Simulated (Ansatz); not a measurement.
Results of LC-ωPBE in Ansatz (plane waves, PAW) for zinc-blende InN (metastable phase).

Run with plane-wave cutoff 460 eV, 10×10×10 k mesh, Fermi–Dirac smearing 0.01 eV, scalar-relativistic PAW data made under PBE.

On both sides of the equilibrium volume: at 14.766 Å³/atom the pressure is 2.12 GPa and the direct gap at Γ 5.577 eV; at 15.319 Å³/atom they are -3.97 GPa and 5.379 eV. The fitted bulk modulus is 170 GPa.

**Question.** Work out the volume deformation potential of this gap and its pressure coefficient, in two ways.

**Answer.** a_V = dE_g/d ln V = (5.379 − 5.577)/ln(15.319/14.766) = -5.39 eV. Since dP = −B d ln V, dE_g/dP = −a_V/B = 32 meV/GPa. Straight from the pressures: (5.577 − 5.379)/(2.12 − (-3.97)) = 33 meV/GPa. At this level and over this range the gap at Γ widens under pressure.

Spin–orbit coupling is not included.

Ansatz is a first-principles code.
